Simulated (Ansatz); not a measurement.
## Convergence notes, G0W0 on AlP (zincblende)

AlP built on the zincblende prototype, relaxed with r2SCAN; one-shot G0W0 in Ansatz without spin-orbit coupling. The values are computed, spin-unpolarised, and not measurements.

```yaml
crystal:
  lattice:
    - [0.00000, 2.73926, 2.73926]
    - [2.73926, 0.00000, 2.73926]
    - [2.73926, 2.73926, 0.00000]
  atoms:
    - { symbol: Al, position: [0.00000, 0.00000, 0.00000] }
    - { symbol: P, position: [0.25000, 0.25000, 0.25000] }
```

Gaps are read over the mesh points alone. G0W0 values are finite-basis, finite-mesh values.

| start | potentials | frequency model | mesh | empty bands | screening cutoff (eV) | Kohn-Sham gap (eV) | G0W0 gap (eV) | rough cost |
| --- | --- | --- | --- | --- | --- | --- | --- | --- |
| PBE | PAW | contour deformation | 4×4×4 | 66 | 80 | 1.58 | 2.15 | 2.5 core-seconds |
| PBE | PAW | contour deformation | 4×4×4 | 154 | 140 | 1.58 | 2.29 | 8 core-seconds |
| PBE | PAW | contour deformation | 4×4×4 | 284 | 210 | 1.58 | 2.35 | 30 core-seconds |
| PBE | PAW | contour deformation | 6×6×6 | 66 | 80 | 1.60 | 2.19 | 11 core-seconds |
| PBE | PAW | Godby-Needs pole | 4×4×4 | 154 | 140 | 1.58 | 2.25 | 9 core-seconds |
| PBE | norm-conserving | contour deformation | 4×4×4 | 154 | 140 | 1.58 | 2.29 | 11 core-seconds |
| LDA | PAW | contour deformation | 4×4×4 | 154 | 140 | 1.43 | 2.23 | 8 core-seconds |
| r2SCAN | PAW | contour deformation | 4×4×4 | 154 | 140 | 1.91 | 2.49 | 10 core-seconds |

The quasiparticle gap on this mesh is 2.35 eV (Γ to X), against 1.58 eV from PBE: +0.77 eV. Renormalisation factors Z lie between 0.74 and 0.79.

Raising bands and cutoff together moves the gap by +0.14 eV (80 to 140 eV), then +0.06 eV (140 to 210 eV); the last step is still large, so the basis limit isn't reached. A 6×6×6 mesh in place of 4×4×4 changes the opening over PBE by +0.02 eV (the gap on the mesh by +0.04 eV, the PBE gap by +0.02 eV). The Godby-Needs plasmon pole differs from contour deformation by -0.04 eV. Norm-conserving potentials (wave cutoff 599 eV against 420 eV) shift the quasiparticle gap by 0.00 eV and the PBE gap by 0.00 eV. Starting from LDA (1.43 eV against PBE's 1.58 eV) gives 2.23 eV, -0.06 eV from G0W0@PBE at the same screening cutoff. Starting from r2SCAN (1.91 eV against PBE's 1.58 eV) gives 2.49 eV, +0.20 eV from G0W0@PBE at the same screening cutoff. r2SCAN runs take a wave cutoff of 500 eV.
